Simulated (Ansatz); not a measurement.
A surface is cut from this relaxed crystal of Al2Au:

```cif
data_structure
_symmetry_space_group_name_H-M 'Fm-3m'
_symmetry_Int_Tables_number 225
_cell_length_a 6.0608
_cell_length_b 6.0608
_cell_length_c 6.0608
_cell_angle_alpha 90.000
_cell_angle_beta 90.000
_cell_angle_gamma 90.000
_cell_volume 222.63
loop_
_atom_site_label
_atom_site_type_symbol
_atom_site_symmetry_multiplicity
_atom_site_Wyckoff_symbol
_atom_site_fract_x
_atom_site_fract_y
_atom_site_fract_z
_atom_site_occupancy
Al1 Al 8 c 0.25000 0.75000 0.75000 1
Au1 Au 4 a 0.00000 0.00000 0.00000 1
```

Miller indices refer to the conventional cell of Fm-3m (No. 225), a = 6.061 Å, b = 6.061 Å, c = 6.061 Å, α = 90.00°, β = 90.00°, γ = 90.00°.

The (111) slab of 9 planes, 8.7 Å thick with 15 Å of vacuum as cut; outer planes Al (top) and Al (bottom).

All numbers below come from Ansatz, DFT PBE, scalar-relativistic, plane waves, PAW. Settings: cutoff 420 eV, Γ-centred mesh 9×9×1 on the computed 9-atom cell, Gaussian smearing of 0.10 eV; no spin polarisation. A dipole correction removes the field between periodic images along c.

The slab's inner planes relax by over 3 % too, so it holds no bulk-like region.

Results for the relaxed slab:

```yaml
Surface_energy_mean_of_both_faces: 1.05 J/m²
Work_function: 4.17 eV
```

Relaxation lowers the energy by 0.047 J/m² a face; the largest move is 0.226 Å.

```csv
plane (bottom to top),atoms,"spacing to next, bulk (Å)",relaxed (Å),change (%)
1,Al,0.875,0.673,-23.1
2,Au,0.875,0.827,-5.5
3,Al,1.750,1.810,+3.5
4,Al,0.875,0.838,-4.3
5,Au,0.875,0.838,-4.3
6,Al,1.750,1.810,+3.5
7,Al,0.875,0.827,-5.5
8,Au,0.875,0.673,-23.1
9,Al,,,
```

With no bulk-like middle, the error of these values can't be bounded. Other terminations of this plane can be more stable.

Spin-orbit coupling is left out, which matters for the bands of heavy elements.

Worked out: the slab's 9 atoms lie 2.092 eV above the same atoms in the bulk. Shared over two faces of 15.91 Å² this is 65.8 meV/Å², and 1 eV/Å² is 16.02 J/m², which gives 1.05 J/m². The cut crosses 2 bonds a cell (neighbours within 10 % of the shortest distances), so each costs 1.05 eV on this count.
